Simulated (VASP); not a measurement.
# AlN (P6_3mc) in VASP: further runs

One crystal, AlN, is run at these levels: PBE, r2SCAN, LDA, HSE06; tasks: single point, relaxation of cell and atoms.

Everything below comes from runs of VASP 6.6.1. Logs are shortened: lines on timing, memory, paths and dates and some standing lists are left out, and cuts for length are marked.

### Step 1. Starting point

It takes space group P6_3mc (No. 186, hexagonal). The conventional cell has a = 3.113 Å, b = 3.113 Å, c = 4.981 Å, α = 90.00°, β = 90.00°, γ = 120.00°. Al (site symmetry 3m) is surrounded by 4 N at 1.89 Å. Around N (site symmetry 3m) lie 4 Al at 1.89 Å.

### Step 2. Single point, PBE

Input file INCAR:

```
SYSTEM = AlN
PREC = Accurate
ENCUT = 500
EDIFF = 1E-6
ISMEAR = 0
SIGMA = 0.02
LREAL = .FALSE.
LASPH = .TRUE.
NELM = 80
ALGO = Fast
ISIF = 2
LWAVE = .FALSE.
LCHARG = .TRUE.
GGA = PE
LELF = .TRUE.
LVHAR = .TRUE.
```

Input file KPOINTS:

```
Automatic mesh
0
G
  4 4 2
  0 0 0
```

Input file POSCAR:

```
AlN
1.0
    3.1130000000      0.0000000000      0.0000000000
   -1.5565000000      2.6959370820      0.0000000000
    0.0000000000      0.0000000000      4.9810000000
Al N
2 2
Direct
    0.6666666667      0.3333333333      0.5000000000
    0.3333333333      0.6666666667      0.0000000000
    0.6666666667      0.3333333333      0.8800000000
    0.3333333333      0.6666666667      0.3800000000
```

Potentials or basis: VASP PAW PBE potentials, release 64 (Al_GW, N_GW).

Command:

```bash
$ cat potpaw_PBE.64/Al_GW/POTCAR potpaw_PBE.64/N_GW/POTCAR > POTCAR
$ mpirun -np 1 vasp_std > vasp.out
```

OUTCAR:

```text
SYSTEM = AlN
   PREC = Accurate
   ENCUT = 500
   EDIFF = 1E-6
   ISMEAR = 0
   LREAL = .FALSE.
   LASPH = .TRUE.
   NELM = 80
   ISIF = 2
   GGA = PE

 ion  position               nearest neighbor table
   1  0.667  0.333  0.500-   3 1.89   4 1.89   4 1.89   4 1.89
   2  0.333  0.667  0.000-   4 1.89   3 1.89   3 1.89   3 1.89
   3  0.667  0.333  0.880-   1 1.89   2 1.89   2 1.89   2 1.89
   4  0.333  0.667  0.380-   2 1.89   1 1.89   1 1.89   1 1.89

  LATTYP: Found a hexagonal cell.
 ALAT       =     3.1130000000
 C/A-ratio  =     1.6000642467

  Lattice vectors:

 A1 = (   3.1130000000,   0.0000000000,   0.0000000000)
 A2 = (  -1.5565000000,   2.6959370820,   0.0000000000)
 A3 = (   0.0000000000,   0.0000000000,   4.9810000000)

Analysis of symmetry for initial positions (statically):
=====================================================================
 Subroutine PRICEL returns:
 Original cell was already a primitive cell.

 Routine SETGRP: Setting up the symmetry group for a
 hexagonal supercell.

 Subroutine GETGRP returns: Found 12 space group operations
 (whereof  6 operations were pure point group operations)
 out of a pool of 24 trial point group operations.

The static configuration has the point symmetry C_3v.
 The point group associated with its full space group is C_6v.

Analysis of symmetry for dynamics (positions and initial velocities):
=====================================================================
 Subroutine PRICEL returns:
 Original cell was already a primitive cell.

 Routine SETGRP: Setting up the symmetry group for a
 hexagonal supercell.

 Subroutine GETGRP returns: Found 12 space group operations
 (whereof  6 operations were pure point group operations)
 out of a pool of 24 trial point group operations.

The dynamic configuration has the point symmetry C_3v.
 The point group associated with its full space group is C_6v.

 Subroutine INISYM returns: Found 12 space group operations
 (whereof  6 operations are pure point group operations),
 and found     1 'primitive' translations

----------------------------------------------------------------------------------------

                                     Primitive cell

  volume of cell :      41.8028

  direct lattice vectors                    reciprocal lattice vectors
     3.113000000  0.000000000  0.000000000     0.321233537  0.185464269  0.000000000
    -1.556500000  2.695937082  0.000000000     0.000000000  0.370928538  0.000000000
     0.000000000  0.000000000  4.981000000     0.000000000  0.000000000  0.200762899

  length of vectors
     3.113000000  3.113000000  4.981000000     0.370928538  0.370928538  0.200762899

  position of ions in fractional coordinates (direct lattice)
     0.666666667  0.333333333  0.500000000
     0.333333333  0.666666667  0.000000000
     0.666666667  0.333333333  0.880000000
     0.333333333  0.666666667  0.380000000

  ion indices of the primitive-cell ions
   primitive index   ion index
                 1           1
                 2           2
                 3           3
                 4           4

----------------------------------------------------------------------------------------

 KPOINTS: Automatic mesh

Automatic generation of k-mesh.
 Grid dimensions read from file:
 generate k-points for:    4    4    2

 Generating k-lattice:

  Cartesian coordinates                     Fractional coordinates (reciprocal lattice)
     0.080308384  0.046366067  0.000000000     0.250000000  0.000000000  0.000000000
     0.000000000  0.092732134  0.000000000     0.000000000  0.250000000  0.000000000
     0.000000000  0.000000000  0.100381450     0.000000000  0.000000000  0.500000000

  Length of vectors
     0.092732134  0.092732134  0.100381450

  Shift w.r.t. Gamma in fractional coordinates (k-lattice)
     0.000000000  0.000000000  0.000000000

 Subroutine IBZKPT returns following result:
 ===========================================

 Found      8 irreducible k-points:

 Following reciprocal coordinates:
            Coordinates               Weight
  0.000000  0.000000  0.000000      1.000000
  0.250000  0.000000  0.000000      6.000000
  0.500000  0.000000  0.000000      3.000000
  0.250000  0.250000  0.000000      6.000000
  0.000000  0.000000  0.500000      1.000000
  0.250000  0.000000  0.500000      6.000000
  0.500000  0.000000  0.500000      3.000000
  0.250000  0.250000  0.500000      6.000000
   k-points           NKPTS =      8   k-points in BZ     NKDIM =      8   number of bands    NBANDS=     12
   number of dos      NEDOS =    301   number of ions     NIONS =      4
   total plane-waves  NPLWV =  20736
   dimension x,y,z NGX =    24 NGY =   24 NGZ =   36
   dimension x,y,z NGXF=    48 NGYF=   48 NGZF=   72
   ions per type =               2   2
   NGX,Y,Z   is equivalent  to a cutoff of  12.82, 12.82, 12.02 a.u.
   NGXF,Y,Z  is equivalent  to a cutoff of  25.63, 25.63, 24.03 a.u.
 SYSTEM =  AlN
   PREC   = accura    normal or accurate (medium, high low for compatibility)
   ISTART =      0    job   : 0-new  1-cont  2-samecut
   ICHARG =      2    charge: 1-file 2-atom 10-const
   ISPIN  =      1    spin polarized calculation?
   LNONCOLLINEAR =      F non collinear calculations
   LSORBIT =      F    spin-orbit coupling
   LASPH  =      T    aspherical Exc in radial PAW
   ENCUT  =  500.0 eV  36.75 Ry    6.06 a.u.   5.68  5.68  9.08*2*pi/ulx,y,z
   NELM   =     80;   NELMIN=  2; NELMDL= -5     # of ELM steps
   EDIFF  = 0.1E-05   stopping-criterion for ELM
   LREAL  =      F    real-space projection
   EDIFFG = 0.1E-04   stopping-criterion for IOM
   NSW    =      0    number of steps for IOM
   IBRION =     -1    ionic relax: 0-MD 1-quasi-New 2-CG
   NFREE  =      0    steps in history (QN), initial steepest desc. (CG)
   ISIF   =      2    stress and relaxation
   ISYM   =      2    0-nonsym 1-usesym 2-fastsym
   POTIM  = 0.5000    time-step for ionic-motion
   TEBEG  =    0.0;   TEEND  =   0.0 temperature during run
   PSTRESS=    0.0 pullay stress
   NELECT =      16.0000    total number of electrons
   NUPDOWN=      -1.0000    fix difference up-down
   EMIN   =  10.00;   EMAX   =-10.00  energy-range for DOS
   EFERMI =   0.00;   METHOD = LEGACY
   ISMEAR =     0;   SIGMA  =   0.02  broadening in eV -4-tet -1-fermi 0-gaus
   EFERMI_NEDOS =   21; number of points for ismear=-14 and -15
   IALGO  =     68    algorithm
   IMIX   =      4    mixing-type and parameters
     AMIX     =   0.40;   BMIX     =  1.00
     AMIX_MAG =   1.60;   BMIX_MAG =  1.00
  volume/ion in A,a.u.               =      10.45        70.52
  Fermi-wavevector in a.u.,A,eV,Ry     =   1.188629  2.246183 19.222843  1.412839
  Thomas-Fermi vector in A             =   2.324754
   LORBIT       =      0    0 simple, 1 ext, 2 COOP (PROOUT), +10 PAW based schemes
   GGA     = PE    functional components
   LHFCALC =     F    Hartree Fock is set to
   AEXX    =    0.0000 exact exchange contribution
   IVDW    =     0    specifies the selected vdW correction
   LEPSILON=     F    determine dielectric tensor
   LRPA    =     F    only Hartree local field effects (RPA)
 non-spin polarized calculation
 RMM-DIIS sequential band-by-band and
 Gauss-broadening in eV      SIGMA  =   0.02
  energy-cutoff  :      500.00
  volume of cell :       41.80
 maximum number of plane-waves:      1087
 NGX is ok and might be reduce to    24
   NGX = 11   NGY = 11   NGZ = 19

 number of electron      16.0000001 magnetization

 Free energy of the ion-electron system (eV)
  ---------------------------------------------------
  ext. energy  EPLUGINS =         0.00000000
  ---------------------------------------------------
  free energy    TOTEN  =       -29.80186462 eV

  energy without entropy =      -29.80186462  energy(sigma->0) =      -29.80186462

 E-fermi :   5.2400     XC(G=0): -10.9038

 val. band max:        5.1119505840   @ k =   0.0000   0.0000   0.0000
 cond. band min:       9.3291004952   @ k =   0.0000   0.0000   0.0000
 fundamental gap:      4.2171499113
 Fermi energy:         5.2399753581

 k-point     1 :       0.0000    0.0000    0.0000
  band No.  band energies     occupation
      1     -10.0534      2.00000
      2      -7.9028      2.00000
      3      -0.8723      2.00000
      4       4.2801      2.00000
      5       4.2801      2.00000
      6       4.9338      2.00000
      7       4.9338      2.00000
      8       5.1120      2.00000
      9       9.3291      0.00000
     10      11.7668      0.00000
     11      15.7249      0.00000
     12      16.2634      0.00000

 k-point     2 :       0.2500    0.0000    0.0000
  band No.  band energies     occupation
      1      -9.3062      2.00000
      2      -7.5356      2.00000
      3       0.0406      2.00000
      4       1.6831      2.00000
      5       2.6795      2.00000
      6       3.5700      2.00000
      7       4.6745      2.00000
      8       4.7309      2.00000
      9      11.3171      0.00000
     10      12.7242      0.00000
     11      13.1998      0.00000
     12      15.1519      0.00000

 k-point     3 :       0.5000    0.0000    0.0000
  band No.  band energies     occupation
      1      -8.0903      2.00000
      2      -7.3945      2.00000
      3      -0.3146      2.00000
      4       0.9753      2.00000
      5       1.7747      2.00000
      6       3.0482      2.00000
      7       3.3395      2.00000
      8       4.4542      2.00000
      9      10.9248      0.00000
     10      10.9297      0.00000
     11      13.3074      0.00000
     12      15.4153      0.00000
[... 46 lines left out ...]
 k-point     7 :       0.5000    0.0000    0.5000
  band No.  band energies     occupation
      1      -7.7165      2.00000
      2      -7.7165      2.00000
      3      -0.4685      2.00000
      4      -0.4685      2.00000
      5       3.6751      2.00000
      6       3.6751      2.00000
      7       3.7595      2.00000
      8       3.7595      2.00000
      9      10.4297      0.00000
     10      10.4297      0.00000
     11      14.4025      0.00000
     12      14.4064      0.00000

 k-point     8 :       0.2500    0.2500    0.5000
  band No.  band energies     occupation
      1      -7.7432      2.00000
      2      -7.7432      2.00000
      3       0.1866      2.00000
      4       0.1866      2.00000
      5       2.1678      2.00000
      6       2.1678      2.00000
      7       4.1576      2.00000
      8       4.1576      2.00000
      9      11.7727      0.00000
     10      11.7727      0.00000
     11      14.1392      0.00000
     12      14.1394      0.00000

------------------------ aborting loop because EDIFF is reached ----------------------------------------

  FORCE on cell =-STRESS in cart. coord.  units (eV):
  Direction    XX          YY          ZZ          XY          YZ          ZX
  --------------------------------------------------------------------------------------
  -------------------------------------------------------------------------------------
  Total        0.6221860      0.6221860      0.9452481      0.0000000      0.0000000      0.0000000
  in kB       23.8465428     23.8465428     36.2285538      0.0000000      0.0000000      0.0000000
  external PRESSURE =      27.9738798 kB  Pullay stress =       0.0000000 kB

 VOLUME and BASIS-vectors are now :
 -----------------------------------------------------------------------------
  energy-cutoff  :      500.00
  volume of cell :       41.80
      direct lattice vectors                 reciprocal lattice vectors
     3.113000000  0.000000000  0.000000000     0.321233537  0.185464269  0.000000000
    -1.556500000  2.695937082  0.000000000     0.000000000  0.370928538  0.000000000
     0.000000000  0.000000000  4.981000000     0.000000000  0.000000000  0.200762899

 POSITION                                       TOTAL-FORCE (eV/Angst)
 -----------------------------------------------------------------------------------
      1.55650      0.89865      2.49050        -0.000000      0.000000     -0.145847
     -0.00000      1.79729      0.00000         0.000000     -0.000000     -0.145847
      1.55650      0.89865      4.38328        -0.000000      0.000000      0.145847
     -0.00000      1.79729      1.89278         0.000000      0.000000      0.145847
 -----------------------------------------------------------------------------------
    total drift:                               -0.000000     -0.000000     -0.000453

  FREE ENERGIE OF THE ION-ELECTRON SYSTEM (eV)
  ---------------------------------------------------
  free  energy   TOTEN  =       -29.8018646247 eV

  energy  without entropy=      -29.8018646247  energy(sigma->0) =      -29.80186462
```

Wall time 17 s (1 thread of AMD EPYC 7R43 (Zen 3), shared host); peak memory 0.1 GiB.

Results:

```
Free energy            : -29.8019 eV
Pressure               : 2.8 GPa
Largest force          : 0.146 eV/Å
Band gap on the k mesh : 4.22 eV, direct
```

Forces in eV/Å, atoms in the order of the input:
```
Al   0.000  0.000 -0.146
Al   0.000  0.000 -0.146
N    0.000  0.000  0.146
N    0.000  0.000  0.146
```

Caveat: the k mesh is coarse (spacing up to 0.63 Å⁻¹), so the values aren't converged; the cutoff is under 1.25 times the usual one of these potentials, so pressure, stress and relaxed cells hold a basis-set (Pulay) error. Expect the measured gap to be larger: semilocal functionals such as PBE lack the derivative discontinuity.

### Step 3. Single point, PBE

Input file INCAR:

```
  ALGO = Normal
  EDIFF = 1E-6
  ENCUT = 500
  GGA = PE
  ISIF = 2
  ISMEAR = 0
  LASPH = T
  LCHARG = F
  LREAL = F
  LWAVE = F
  NBANDS = 16
  NELM = 80
  PREC = Accurate
  SIGMA = 0.02
```

Input file KPOINTS:

```
k-points
0
Gamma
  5 5 3
```

POSCAR is that of step 2.

Potentials or basis: VASP PAW PBE potentials, release 64 (Al_GW, N_GW).

Command:

```bash
$ cat potpaw_PBE.64/Al_GW/POTCAR potpaw_PBE.64/N_GW/POTCAR > POTCAR
$ mpirun -np 1 vasp_std > vasp.out
```

Wall time 7 s (1 thread of AMD EPYC 9R45 (Zen 5), shared host); peak memory 0.11 GiB.

Results (log left out):

| Property | Result |
| --- | --- |
| Free energy | -29.8258 eV |
| Pressure | 2.8 GPa |
| Largest force | 0.132 eV/Å |
| Band gap on the k mesh | 4.22 eV, direct |

Forces in eV/Å, atoms in the order of the input:
```
Al   0.000  0.000 -0.132
Al   0.000  0.000 -0.132
N    0.000  0.000  0.132
N    0.000  0.000  0.132
```

Stress tensor (GPa, compression positive):
```
2.26 0.00 0.00
0.00 2.26 0.00
0.00 0.00 3.82
```

Levels at points of the mesh, in eV from the valence-band top:
```
           k point  band 5  band 6  band 7  band 8  band 9  band 10  band 11  band 12
(0.00, 0.00, 0.00)   -0.83   -0.18   -0.18    0.00    4.22     6.66    10.61    11.16
```

Caveat: the k mesh is coarse (spacing up to 0.47 Å⁻¹), so the values aren't converged; the cutoff is under 1.25 times the usual one of these potentials, so pressure, stress and relaxed cells hold a basis-set (Pulay) error.

### Step 4. Relaxation of cell and atoms, r2SCAN

Input file INCAR:

```
SYSTEM = AlN
ALGO = Normal
EDIFF = 1E-7
EDIFFG = -0.02
ENCUT = 600
IBRION = 2
ISIF = 3
ISMEAR = 0
LASPH = .TRUE.
LCHARG = .FALSE.
LMIXTAU = .TRUE.
LREAL = .FALSE.
LWAVE = .FALSE.
METAGGA = R2SCAN
NELM = 60
NSW = 60
PREC = Accurate
SIGMA = 0.05
```

Input file KPOINTS:

```
k-points
0
G
  8 8 5
  0 0 0
```

Input file POSCAR:

```
AlN
1.0
    3.1130000000      0.0000000000      0.0000000000
   -1.5565000000      2.6959370820      0.0000000000
    0.0000000000      0.0000000000      4.9810000000
Al N
2 2
Direct
    0.3333333333      0.6666666667      0.0000000000
    0.6666666667      0.3333333333      0.5000000000
    0.3333333333      0.6666666667      0.3800000000
    0.6666666667      0.3333333333      0.8800000000
```

Potentials or basis: VASP PAW PBE potentials, release 64 (Al, N).

Command:

```bash
$ cat potpaw_PBE.64/Al/POTCAR potpaw_PBE.64/N/POTCAR > POTCAR
$ mpirun -np 1 vasp_std > vasp.out
```

Wall time 7.3 min (1 thread of AMD EPYC 7R43 (Zen 3), shared host); peak memory 0.13 GiB.

The run converged. Its results:

```yaml
Free_energy: -38.4558 eV
Relaxed_volume: 10.39 Å³/atom
Relaxed_cell: a = 3.104 Å, b = 3.104 Å, c = 4.981 Å, α = 90.00°, β = 90.00°, γ = 120.00°
Space_group_after_relaxing_to_0.05_Å: P6_3mc (No. 186)
Energy_gained_by_relaxing: 0.5 meV/atom
Ionic_steps: 3
Pressure_after_relaxing: 0.0 GPa
Largest_force_after_relaxing: 0.015 eV/Å
Band_gap_on_the_k_mesh: 4.94 eV, direct
```

Forces on the atoms (eV/Å):
```
Al   0.000  0.000 -0.015
Al   0.000  0.000 -0.015
N    0.000  0.000  0.015
N    0.000  0.000  0.015
```

Stress tensor (GPa, compression positive):
```
 0.06  0.00  0.00
 0.00  0.06  0.00
 0.00  0.00 -0.21
```

Step by step:
```tsv
step	energy change (eV)	largest force (eV/Å)	pressure (GPa)	volume (Å³)
1	0.0000	0.1251	-1.25	41.80
2	0.0001	0.0986	1.28	41.31
3	-0.0021	0.0149	-0.03	41.56
```

Final structure:
```
Al N
1.0
     3.10406    0.00000    0.00000
    -1.55203    2.68820    0.00000
     0.00000    0.00000    4.98073
Al N
2 2
Direct
  0.33333 0.66667 0.99940
  0.66667 0.33333 0.49940
  0.33333 0.66667 0.38060
  0.66667 0.33333 0.88060
```

Levels at points of the mesh, in eV from the valence-band top:
```tsv
k point	band 5	band 6	band 7	band 8	band 9	band 10	band 11	band 12
(0.00, 0.00, 0.00)	-0.87	-0.21	-0.21	0.00	4.94	7.57	11.62	12.08
(0.50, 0.00, 0.00)	-3.38	-2.12	-1.76	-0.70	6.45	6.58	9.08	11.28
```

Caveat: the PAW data sets were made with another functional, which shifts forces and pressure a little.

(Part 1 of 2 ends here.)
